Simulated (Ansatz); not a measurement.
## SnO2: a jump of H

All numbers below come from DFT PBE, scalar-relativistic, plane waves, PAW (Ansatz). Run with 420 eV cutoff, 3×3×3 k-mesh, Gaussian smearing of 0.02 eV, no spin polarisation.

In a supercell of 12 host sites with charge +1, interstitial H hops to an equivalent place, moving 0.84 Å between the relaxed ends. Climbing-image nudged elastic band at fixed cell with images 0 (start) to 4 (end), the path measured over all atoms, converged to 0.05 eV/Å; the order of the saddle wasn't checked, and the small cell leaves errors of about a tenth of an eV. Zero-point motion and tunnelling, which matter for H, are left out. At the top the atom squeezes straight between two others, where symmetry can hold a band on a ridge, so a bent path, such as one by way of a neighbouring hole, may have a much lower barrier.

Start:

```yaml
crystal:
  lattice:
    - [0.00000, 4.82719, -3.23815]
    - [0.00000, -4.82719, -3.23815]
    - [-4.82719, 0.00000, 3.23815]
  atoms:
    - { symbol: Sn, position: [0.27515, 0.75711, 0.53451] }
    - { symbol: Sn, position: [0.74153, 0.24372, 0.48749] }
    - { symbol: Sn, position: [0.00362, 0.00927, 0.99998] }
    - { symbol: Sn, position: [0.48850, 0.49412, 0.00002] }
    - { symbol: O, position: [0.57392, 0.77252, 0.84871] }
    - { symbol: O, position: [0.04897, 0.29076, 0.84194] }
    - { symbol: O, position: [0.95795, 0.70140, 0.16151] }
    - { symbol: O, position: [0.43980, 0.23011, 0.17219] }
    - { symbol: O, position: [0.48294, 0.19298, 0.68084] }
    - { symbol: O, position: [0.98554, 0.69565, 0.68075] }
    - { symbol: O, position: [0.52668, 0.80587, 0.33594] }
    - { symbol: O, position: [0.02780, 0.30702, 0.33590] }
    - { symbol: H, position: [0.97484, 0.55516, 0.03211] }
```

Atom 13 jumps to (0.155, -2.026, -1.626) Å.

Task: Give the energy along the band and the structure at its top.

Result:
| image | path (Å) | E − E(0) (eV) | H x (Å) | H y (Å) | H z (Å) | force on H (eV/Å) |
| --- | --- | --- | --- | --- | --- | --- |
| 0 | 0.00 | 0.000 | -0.155 | -2.801 | -1.612 | 0.01 |
| 1 | 0.28 | 0.064 | -0.102 | -2.635 | -1.615 | 0.44 |
| 2 | 0.55 | 0.235 | 0.000 | -2.414 | -1.619 | 0.00 |
| 3 | 0.83 | 0.064 | 0.102 | -2.193 | -1.623 | 0.44 |
| 4 | 1.10 | 0.000 | 0.155 | -2.026 | -1.626 | 0.01 |

Barrier 0.24 eV. Image 2:
```yaml
crystal:
  lattice:
    - [0.00000, 4.82719, -3.23815]
    - [0.00000, -4.82719, -3.23815]
    - [-4.82719, 0.00000, 3.23815]
  atoms:
    - { symbol: Sn, position: [0.26518, 0.75324, 0.51842] }
    - { symbol: Sn, position: [0.73482, 0.24676, 0.48158] }
    - { symbol: Sn, position: [0.00000, 0.00000, 0.00000] }
    - { symbol: Sn, position: [0.50000, 0.50000, 0.00000] }
    - { symbol: O, position: [0.56747, 0.77523, 0.84270] }
    - { symbol: O, position: [0.04402, 0.32097, 0.86499] }
    - { symbol: O, position: [0.95598, 0.67903, 0.13501] }
    - { symbol: O, position: [0.43253, 0.22477, 0.15730] }
    - { symbol: O, position: [0.46246, 0.18840, 0.66079] }
    - { symbol: O, position: [0.97238, 0.69832, 0.66079] }
    - { symbol: O, position: [0.53754, 0.81160, 0.33921] }
    - { symbol: O, position: [0.02762, 0.30168, 0.33921] }
    - { symbol: H, position: [0.00000, 0.50000, 0.00000] }
```

Cost: 1 run of about 2.2 core-minutes, on Intel Xeon 6975P-C (Granite Rapids) (shared hosts).